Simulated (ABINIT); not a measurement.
# PbSe (Clausthalite) (Fm-3m) in ABINIT: band structure with TB-mBJ

Aim: the band structure of PbSe (Clausthalite) with TB-mBJ.

Everything below comes from runs of ABINIT 10.8.3 (patched build). Logs are shortened: lines on timing, memory, paths and dates and some standing lists are left out, and cuts for length are marked. The log counts tension as positive stress, the text compression.

**Measured values to compare with.**

A printed reference work, monograph reports, for a bulk crystal of PbSe at 4.2 K: band gap 0.15 eV (direct).

The runs below are set against these values where they give the same quantity.

### Step 1. The crystal as given

It takes space group Fm-3m (No. 225, cubic). The conventional cell has a = 6.121 Å, b = 6.121 Å, c = 6.121 Å, α = 90.00°, β = 90.00°, γ = 90.00°. Pb (site symmetry m-3m) has 6 Se at 3.06 Å as nearest neighbours. Around Se (site symmetry m-3m) lie 6 Pb at 3.06 Å.

### Step 2. Band structure, TB-mBJ

File run.abi:

```
# Datasets: ground state, then fixed potential
ndtset 2

# Pseudopotentials
pp_dirpath "./"
pseudos "Pb.LDA_PW-JTH.xml, Se.LDA_PW-JTH.xml"

# Structure
acell 3*1.0
rprim
     0.0000000000     5.7837902633     5.7837902633
     5.7837902633     0.0000000000     5.7837902633
     5.7837902633     5.7837902633     0.0000000000
ntypat 2
znucl 82 34
natom 2
typat 1 2
xred
     0.0000000000     0.0000000000     0.0000000000
     0.5000000000     0.5000000000     0.5000000000

# Plane-wave basis
ecut 26.0
pawecutdg 48.0

# Exchange and correlation
ixc -208012
usekden 1
pawxcdev 0

# Bands and occupations
occopt 3
tsmear 0.05 eV

# SCF cycle
nstep 100
diemix 0.3
optforces 0
optstress 0

# Output
iomode 3
prtwf 0
prteig 0
prtebands 0
enunit 1
prtden1 1
prtkden1 1

# Dataset 1
kptopt1 1
ngkpt1 8 8 8
nshiftk1 1
shiftk1 0.0 0.0 0.0
nband1 14
tolvrs1 1.0e-7

# Dataset 2: bands along G-X-W-K-G-L-U-W-L-K
iscf2 -2
getden2 1
getkden2 1
nband2 20
nbdbuf2 4
tolwfr2 1.0e-11
kptopt2 -9
ndivsm2 5
prteig2 1
prtvol2 -3
kptbounds2
     0.0000000000     0.0000000000     0.0000000000
     0.5000000000     0.0000000000     0.5000000000
     0.5000000000     0.2500000000     0.7500000000
     0.3750000000     0.3750000000     0.7500000000
     0.0000000000     0.0000000000     0.0000000000
     0.5000000000     0.5000000000     0.5000000000
     0.6250000000     0.2500000000     0.6250000000
     0.5000000000     0.2500000000     0.7500000000
     0.5000000000     0.5000000000     0.5000000000
     0.3750000000     0.3750000000     0.7500000000
```

Potentials or basis: JTH PAW LDA v2.0.

On the command line:

```sh
$ abinit run.abi > log 2>&1
```

run.abo:

```text
.Version 10.8.3 of ABINIT
 DATASET    1 : space group Fm -3 m (#225); Bravais cF (face-center cubic)
================================================================================
 Values of the parameters that define the memory need for DATASET  1.
     intxc =       0    ionmov =       0      iscf =       7    lmnmax =      18
     lnmax =       6     mgfft =      40  mpssoang =       3    mqgrid =    3001
     natom =       2  nloc_mem =       2    nspden =       1   nspinor =       1
    nsppol =       1      nsym =      48    n1xccc =       1    ntypat =       2
    occopt =       3   xclevel =       2
       mpw =        2469          nfft =       64000          nkpt =          29
 PAW method is used; the additional fine FFT grid is defined by:
   mgfftf=        54    nfftf =    157464
================================================================================
================================================================================

 DATASET    2 : space group Fm -3 m (#225); Bravais cF (face-center cubic)
================================================================================
 Values of the parameters that define the memory need for DATASET  2.
     intxc =       0    ionmov =       0      iscf =      -2    lmnmax =      18
     lnmax =       6     mgfft =      40  mpssoang =       3    mqgrid =    3001
     natom =       2  nloc_mem =       2    nspden =       1   nspinor =       1
    nsppol =       1      nsym =      48    n1xccc =       1    ntypat =       2
    occopt =       3   xclevel =       2
       mpw =        2475          nfft =       64000          nkpt =          87
 PAW method is used; the additional fine FFT grid is defined by:
   mgfftf=        54    nfftf =    157464
================================================================================
================================================================================

--------------------------------------------------------------------------------
------------- Echo of variables that govern the present computation ------------
--------------------------------------------------------------------------------
 -outvars: echo values of preprocessed input variables --------
            acell      1.0000000000E+00  1.0000000000E+00  1.0000000000E+00 Bohr
              amu      2.07200000E+02  7.89600000E+01
           diemix      3.00000000E-01
             ecut      2.60000000E+01 Hartree
           enunit           1
           getden1          0
           getden2          1
          getkden1          0
          getkden2          1
             iscf1          7
             iscf2         -2
              ixc     -208012
           jdtset        1    2
           kptopt1          1
           kptopt2         -9
         kptrlatt        8    0    0      0    8    0      0    0    8
          kptrlen1     6.54361171E+01
          kptrlen2     3.00000000E+01
            natom           2
            nband1         14
            nband2         20
           nbdbuf1          0
           nbdbuf2          4
           ndtset           2
           ndivsm1          0
           ndivsm2          5
            ngfft          40      40      40
          ngfftdg          54      54      54
             nkpt1         29
             nkpt2         87
            nstep         100
             nsym          48
           ntypat           2
           occopt           3
        optforces           0
        optstress           0
        pawecutdg      4.80000000E+01 Hartree
         pawxcdev           0
        prtebands           0
           prteig1          0
           prteig2          1
          prtkden           1
           prtvol1          0
           prtvol2         -3
            prtwf           0
            rprim      0.0000000000E+00  5.7837902633E+00  5.7837902633E+00
                       5.7837902633E+00  0.0000000000E+00  5.7837902633E+00
                       5.7837902633E+00  5.7837902633E+00  0.0000000000E+00
           shiftk1     0.00000000E+00  0.00000000E+00  0.00000000E+00
           shiftk2     5.00000000E-01  5.00000000E-01  5.00000000E-01
          spgroup         225
           tolvrs1     1.00000000E-07
           tolvrs2     0.00000000E+00
           tolwfr1     0.00000000E+00
           tolwfr2     1.00000000E-11
           tsmear      1.83746611E-03 Hartree
            typat      1  2
[... 223 lines left out ...]
 R(1)=  0.0000000  5.7837903  5.7837903  G(1)= -0.0864485  0.0864485  0.0864485
 R(2)=  5.7837903  0.0000000  5.7837903  G(2)=  0.0864485 -0.0864485  0.0864485
 R(3)=  5.7837903  5.7837903  0.0000000  G(3)=  0.0864485  0.0864485 -0.0864485
 Unit cell volume ucvol=  3.8696136E+02 bohr^3
 Angles (23,13,12)=  6.00000000E+01  6.00000000E+01  6.00000000E+01 degrees

 Coarse grid specifications (used for wave-functions):

 getcut: wavevector=  0.0000  0.0000  0.0000  ngfft=  40  40  40
         ecut(hartree)=     26.000   => boxcut(ratio)=   2.13050

 Fine grid specifications (used for densities):

 getcut: wavevector=  0.0000  0.0000  0.0000  ngfft=  54  54  54
         ecut(hartree)=     48.000   => boxcut(ratio)=   2.11753
--------------------------------------------------------------------------------

================================================================================
 Non-SCF case, kpt    1 (  0.00000  0.00000  0.00000), residuals and eigenvalues=
  9.89E-12  5.36E-12  2.86E-12  6.16E-12  3.69E-12  5.88E-12  9.83E-12  5.36E-12
  3.25E-12  6.33E-12  4.49E-12  6.83E-12  5.14E-12  7.48E-12  2.37E-12  6.05E-12
  4.68E-12  1.87E-12  4.71E-12  8.92E-12
 -4.8040E-01 -4.8040E-01 -4.7990E-01 -4.7990E-01 -4.7990E-01 -3.4159E-01
 -6.0159E-02  8.4280E-02  8.4280E-02  8.4280E-02  3.4578E-01  3.4578E-01
  3.4578E-01  4.0753E-01  4.0753E-01  4.0753E-01  4.8890E-01  4.8890E-01
  4.9779E-01  5.0370E-01
 Non-SCF case, kpt    2 (  0.03571  0.00000  0.03571), residuals and eigenvalues=
  1.49E-12  2.52E-12  3.74E-12  1.43E-12  2.42E-12  6.13E-12  8.88E-12  4.49E-12
  6.93E-12  9.02E-12  1.55E-12  6.69E-12  1.23E-12  4.24E-12  3.80E-12  7.59E-12
[... 671 lines left out ...]
  7.34E-12  9.49E-12  4.07E-12  5.98E-12  6.68E-12  8.94E-12  4.11E-12  7.85E-12
  2.31E-11  8.01E-11  3.04E-10  1.96E-08
 -4.8316E-01 -4.8036E-01 -4.7984E-01 -4.7894E-01 -4.7871E-01 -2.9366E-01
 -1.3033E-01 -1.3698E-03  6.0261E-02  7.9504E-02  2.8732E-01  3.0373E-01
  3.6647E-01  4.0219E-01  5.3326E-01  5.4324E-01  6.1615E-01  6.6219E-01
  6.8220E-01  7.2010E-01
 Non-SCF case, kpt   87 (  0.37500  0.37500  0.75000), residuals and eigenvalues=
  1.58E-12  5.88E-12  2.56E-12  6.29E-12  3.21E-12  2.37E-12  3.64E-12  1.38E-12
  8.22E-12  8.86E-12  3.57E-12  8.53E-12  7.92E-12  3.71E-12  2.98E-12  1.84E-12
  9.11E-11  1.16E-10  6.00E-09  3.30E-07
 -4.8340E-01 -4.8027E-01 -4.7994E-01 -4.7886E-01 -4.7867E-01 -2.9283E-01
 -1.2648E-01 -6.5246E-03  5.6087E-02  7.2725E-02  2.9675E-01  3.1412E-01
  3.7335E-01  3.9079E-01  5.4159E-01  5.5488E-01  6.2097E-01  6.5095E-01
  6.7980E-01  7.1025E-01

Result for kinetic energy density :

--------------------------------------------------------------------------------
 Total kinetic energy density [Ha/Bohr^3]
)     Maximum=    2.5507E-01  at reduced coord.    0.5000    0.5000    0.5000
)     Minimum=    1.4104E-04  at reduced coord.    0.0000    0.0000    0.0000
   Integrated=    8.4598E+00
--------------------------------------------------------------------------------

--- !ResultsGS
iteration_state: {dtset: 2, }
comment   : Summary of ground state results
lattice_vectors:
- [  0.0000000,   5.7837903,   5.7837903, ]
- [  5.7837903,   0.0000000,   5.7837903, ]
- [  5.7837903,   5.7837903,   0.0000000, ]
lattice_lengths: [   8.17951,    8.17951,    8.17951, ]
lattice_angles: [ 60.000,  60.000,  60.000, ] # degrees, (23, 13, 12)
lattice_volume:   3.8696136E+02
convergence: {deltae:  0.000E+00, res2:  0.000E+00, residm:  9.994E-12, diffor:  0.000E+00, }
etotal    :  -5.66110764E+01
entropy   :   0.00000000E+00
fermie    :   1.75251280E-01
cartesian_stress_tensor: null
pressure_GPa: null
xred      :
- [  0.0000E+00,   0.0000E+00,   0.0000E+00, Pb]
- [  5.0000E-01,   5.0000E-01,   5.0000E-01, Se]
cartesian_forces: null
force_length_stats: {min: null, max: null, mean: null, }
...

 Integrated electronic density in atomic spheres:
 ------------------------------------------------
 Atom  Sphere_radius  Integrated_density
    1        2.40264         11.31276543
    2        2.21132          3.99969130

================================================================================

 ----iterations are completed or convergence reached----

 Mean square residual over all n,k,spin=   52.543E-13; max=  99.944E-13
 reduced coordinates (array xred) for    2 atoms
       0.000000000000      0.000000000000      0.000000000000
       0.500000000000      0.500000000000      0.500000000000

 cartesian coordinates (angstrom) at end:
    1      0.00000000000000     0.00000000000000     0.00000000000000
    2      3.06064999790464     3.06064999790464     3.06064999790464
 length scales=  1.000000000000  1.000000000000  1.000000000000 bohr
              =  0.529177210544  0.529177210544  0.529177210544 angstroms
 Eigenvalues (   eV  ) for nkpt=  87  k points:
 kpt#   1, nband= 20, wtk=  1.00000, kpt=  0.0000  0.0000  0.0000 (reduced coord)
 -13.07234  -13.07234  -13.05876  -13.05876  -13.05876   -9.29519   -1.63700    2.29336
   2.29336    2.29336    9.40917    9.40917    9.40917   11.08956   11.08956   11.08956
  13.30368   13.30368   13.54553   13.70646
 kpt#   2, nband= 20, wtk=  1.00000, kpt=  0.0357  0.0000  0.0357 (reduced coord)
 -13.07293  -13.07207  -13.05891  -13.05826  -13.05826   -9.28271   -1.68911    2.27562
   2.27562    2.37827    9.12484    9.37951    9.37951   11.00470   11.18914   11.18914
  13.31893   13.43284   13.77252   13.83089
 kpt#   3, nband= 20, wtk=  1.00000, kpt=  0.0714  0.0000  0.0714 (reduced coord)
 -13.07513  -13.07146  -13.05945  -13.05696  -13.05696   -9.24538   -1.82982    2.22353
   2.22353    2.61043    8.47040    9.31458    9.31458   10.78842   11.46205   11.46205
  13.36458   13.51717   14.16584   14.56414
 kpt#   4, nband= 20, wtk=  1.00000, kpt=  0.1071  0.0000  0.1071 (reduced coord)
 -13.07877  -13.07052  -13.06041  -13.05491  -13.05491   -9.18356   -2.02438    2.14064
   2.14064    2.92973    7.71784    9.25580    9.25580   10.50759   11.86159   11.86159
  13.44048   13.61100   14.64429   15.61713
 kpt#   5, nband= 20, wtk=  1.00000, kpt=  0.1429  0.0000  0.1429 (reduced coord)
[... 317 lines left out ...]
   1.92684    2.62283    7.13008    7.62909    9.25864   11.68723   14.12996   14.29702
  16.70466   18.10156   18.44411   19.91586
 kpt#  85, nband= 20, wtk=  1.00000, kpt=  0.4028  0.4028  0.6944 (reduced coord)
 -13.13906  -13.07442  -13.05453  -13.03501  -13.02774   -8.03064   -3.66689    0.20998
   1.77468    2.37794    7.49919    7.95494    9.66974   11.29923   14.36529   14.41689
  16.77403   18.15812   18.45734   19.88903
 kpt#  86, nband= 20, wtk=  1.00000, kpt=  0.3889  0.3889  0.7222 (reduced coord)
 -13.14738  -13.07134  -13.05717  -13.03265  -13.02642   -7.99079   -3.54653   -0.03727
   1.63979    2.16341    7.81828    8.26482    9.97217   10.94407   14.51069   14.78240
  16.76627   18.01923   18.56366   19.59503
 kpt#  87, nband= 20, wtk=  1.00000, kpt=  0.3750  0.3750  0.7500 (reduced coord)
 -13.15389  -13.06876  -13.05981  -13.03041  -13.02522   -7.96824   -3.44165   -0.17754
   1.52620    1.97896    8.07503    8.54761   10.15943   10.63402   14.73749   15.09892
  16.89757   17.71338   18.49835   19.32684

== END DATASET(S) ==============================================================
================================================================================

 -outvars: echo values of variables after computation  --------
            acell      1.0000000000E+00  1.0000000000E+00  1.0000000000E+00 Bohr
           etotal1    -5.6611076388E+01
            fcart1     9.9999999999E+99  9.9999999999E+99  9.9999999999E+99
                       9.9999999999E+99  9.9999999999E+99  9.9999999999E+99
            rprim      0.0000000000E+00  5.7837902633E+00  5.7837902633E+00
                       5.7837902633E+00  0.0000000000E+00  5.7837902633E+00
                       5.7837902633E+00  5.7837902633E+00  0.0000000000E+00
           strten1     9.9999999999E+99  9.9999999999E+99  9.9999999999E+99
                       9.9999999999E+99  9.9999999999E+99  9.9999999999E+99
           xangst      0.0000000000E+00  0.0000000000E+00  0.0000000000E+00
                       3.0606499979E+00  3.0606499979E+00  3.0606499979E+00
             xred      0.0000000000E+00  0.0000000000E+00  0.0000000000E+00
                       5.0000000000E-01  5.0000000000E-01  5.0000000000E-01
 Calculation completed.
```

Run time: 13 min. Hardware: 1 thread of Arm Neoverse V1, shared host; peak memory 0.22 GiB.

What came out:

```yaml
Band_gap_on_the_k_mesh: 0.82 eV, direct
Band_gap_along_the_path: 0.82 eV, direct
Valence_electrons_inside_the_program's_atomic_spheres: Pb 11.31; Se 4.00
```

Levels at the corners of the path, in eV from the valence-band top:
| point | band 8 | band 9 | band 10 | band 11 | band 12 | band 13 |
| --- | --- | --- | --- | --- | --- | --- |
| Γ | -2.06 | -2.06 | -2.06 | 5.05 | 5.05 | 5.05 |
| X | -4.91 | -3.32 | -3.32 | 4.21 | 5.93 | 5.93 |
| W | -4.21 | -4.21 | -0.95 | 2.21 | 5.32 | 5.32 |
| K | -4.53 | -2.83 | -2.38 | 3.72 | 4.19 | 5.80 |
| Γ | -2.06 | -2.06 | -2.06 | 5.05 | 5.05 | 5.05 |
| L | -1.69 | -1.69 | 0.00 | 0.82 | 1.93 | 1.93 |
| U | -4.53 | -2.83 | -2.38 | 3.72 | 4.19 | 5.80 |
| W | -4.21 | -4.21 | -0.95 | 2.21 | 5.32 | 5.32 |
| L | -1.69 | -1.69 | 0.00 | 0.82 | 1.93 | 1.93 |
| K | -4.53 | -2.83 | -2.38 | 3.72 | 4.19 | 5.80 |

Caveat: the constant c of TB-mBJ comes from the pseudo density here, which moves gaps by up to 0.3 eV between sets of potentials; the PAW data sets were made with another functional, which shifts forces and pressure a little; spin-orbit coupling is left out, which as a rule narrows the gap of such compounds by several tenths of an eV.

### Step 3. Comparison with measurements

Step 2. Against the measured gap of PbSe, 0.15 eV (direct; 4.2 K; a printed reference work, monograph), the calculated 0.82 eV is off by +0.67 eV. 2 values of this kind are on record (0.15 to 0.28 eV); this one was drawn at random. Spin-orbit coupling on Pb, Se is left out. The value is that of TB-mBJ, without temperature or zero-point motion.
